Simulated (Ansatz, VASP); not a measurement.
## Be: VASP beside Ansatz

```xyz
2
Lattice="0.0000 2.4755 2.4755 2.4755 0.0000 2.4755 2.4755 2.4755 0.0000" Properties=species:S:1:pos:R:3 pbc="T T T"
Be    0.6189    0.6189    0.6189
Be    4.3321    4.3321    4.3321
```

Alike in both runs: task single point; functional LDA; k mesh 13 × 13 × 13; occupations fermi-dirac, width 0.1 eV; no spin polarisation.

```csv
,VASP,Ansatz
version,VASP 6.6.1,Ansatz 0.2.0
potentials or method,"VASP PAW LDA potentials, release 64 (Be)","plane waves (420 eV) with PAW, scalar-relativistic"
plane-wave cutoff (eV),520,420
valence electrons in the cell,4,4
```

```csv
,VASP,Ansatz,Ansatz less VASP
pressure (GPa),-3.1,-3.2,-0.08
```

Ansatz warned: «pseudo_functional_mismatch».
